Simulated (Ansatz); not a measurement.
# From the elastic tensor of AlN at 7 GPa (stress–strain coefficients) to moduli and sound speeds

Computed with DFT PBEsol, scalar-relativistic, plane waves, PAW (Ansatz). Cutoff 420 eV, 10×10×10 k-points (Γ-centred), fixed occupations. No spin polarisation.

The structure is cubic, space group F-43m (No. 216). Conventional cell: a = 4.330 Å, b = 4.330 Å, c = 4.330 Å, α = 90.00°, β = 90.00°, γ = 90.00°. Al (site symmetry -43m) is surrounded by 4 N at 1.87 Å. Around N (site symmetry -43m) lie 4 Al at 1.87 Å.

Other phases may be more stable at this pressure.

Relaxed-ion constants (GPa, on the Cartesian axes of the calculation):
C11 = 310.3, C12 = 185.3, C13 = 185.3, C22 = 310.3, C23 = 185.3, C33 = 310.3, C44 = 185.1, C55 = 185.1, C66 = 185.1 GPa; the others vanish.

Density 3.353 g/cm³; 2 atoms in 20.30 Å³.

The values that follow are for a polycrystal of randomly turned grains, by Hill's mean where one number stands. In a crystal this anisotropic the Voigt and Reuss bounds lie far apart, so Hill's mean and the sound speeds and Debye temperature from it are rough.

With S = C⁻¹: B_V = (C11+C22+C33+2(C12+C13+C23))/9, G_V = (C11+C22+C33−C12−C13−C23+3(C44+C55+C66))/15, 1/B_R = S11+S22+S33+2(S12+S13+S23), 15/G_R = 4(S11+S22+S33−S12−S13−S23)+3(S44+S55+S66); Hill is their mean. Then v_l = √((B+4G/3)/ρ), v_t = √(G/ρ), v_m = [(2/v_t³+1/v_l³)/3]^(−1/3) and Θ = (ħ/k_B)·v_m·(6π²n/V)^(1/3) for n atoms in the volume V; E = 9BG/(3B+G), ν = (3B−2G)/(2(3B+G)) and A^U = 5G_V/G_R + B_V/B_R − 6.

```json
{"Bulk modulus, Voigt / Reuss / Hill": "227.0 / 227.0 / 227.0 GPa", "Shear modulus, Voigt / Reuss / Hill": "136.0 / 103.7 / 119.9 GPa", "Young's modulus": "306 GPa", "Poisson ratio": "0.275", "Pugh ratio B/G": "1.89", "Universal anisotropy index": "1.56", "Longitudinal and transverse sound speeds": "10740 and 5979 m/s", "Debye temperature from the mean sound speed": "916 K"}
```

This zinc-blende form isn't the usual stable structure of the compound at low pressure.

Cost: 1 run of about 0.22 core-minutes, on AMD EPYC 9R45 (Zen 5) (shared hosts).